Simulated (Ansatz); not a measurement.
Li3S2: from a trial structure to a relaxed crystal

These are results of DFT PBE, scalar-relativistic, plane waves, PAW in Ansatz 0.2.0, not measurements. Cutoff 420 eV, Γ-centred k mesh, Gaussian smearing, no spin polarisation in the final step.

The start puts Li3S2 on the anti-A-type sesquioxide structure type (P-3m1, No. 164), with S in place of La, Li in place of O, at a guessed volume.

```yaml
crystal:
  lattice:
    - [3.84684, 0.00000, 0.00000]
    - [-1.92342, 3.33146, 0.00000]
    - [0.00000, 0.00000, 5.98506]
  atoms:
    - { symbol: Li, position: [0.00000, 0.00000, 0.00000] }
    - { symbol: Li, position: [0.33333, 0.66667, 0.64500] }
    - { symbol: Li, position: [0.66667, 0.33333, 0.35500] }
    - { symbol: S, position: [0.33333, 0.66667, 0.24500] }
    - { symbol: S, position: [0.66667, 0.33333, 0.75500] }
```

Cell and atoms relax at zero pressure; the relaxation can't lower the symmetry of the start.

The zero of energy is the elements' standard structures at the same level; no fitted shifts are applied.

Task: Describe the relaxed structure.

Result: It keeps P-3m1 (No. 164). The result has the A-type sesquioxide structure. Conventional cell: a = 4.084 Å, c = 5.500 Å. Li on Wyckoff site a (1 atom of the primitive cell) has 6 S at 2.68 Å and 6 Li at 2.92 Å; Li on Wyckoff site d (2 atoms of the primitive cell) is coordinated by 4 S at 2.40–2.50 Å, 3 Li at 2.92 Å, 1 S at 2.99 Å and 3 Li at 3.13 Å; S has 4 Li at 2.40–2.50 Å, 3 Li at 2.68 Å and 1 Li at 2.99 Å.

```xyz
5
Lattice="4.0838 0.0000 0.0000 -2.0419 3.5367 0.0000 0.0000 0.0000 5.4998" Properties=species:S:1:pos:R:3 pbc="T T T"
Li    0.0000    0.0000    0.0000
Li    0.0000    2.3578    3.7821
Li    2.0419    1.1789    1.7178
S     0.0000    2.3578    1.2772
S     2.0419    1.1789    4.2226
```

Task: What are its volume, energy, density and gap?

Result: The volume per atom is 15.89 Å³ and the density is 1.78 g/cm³. The energy over the elements is -1.00 eV/atom and the gap on the 12×12×8 mesh is 0 eV (a metal).

The final run used a 12×12×8 mesh on its 5-atom cell and 0.10 eV smearing. For metals, differences of a few meV/atom aren't resolved. A later test with randomly moved atoms lowered the energy by 55 meV/atom on a coarse mesh, so it isn't stable against such moves and is likely a saddle point held by symmetry. The steps took about 40 core-seconds in all.

Cost: 6 runs of about 2.5 core-minutes in all, on Intel Xeon 6975P-C (Granite Rapids) (shared hosts).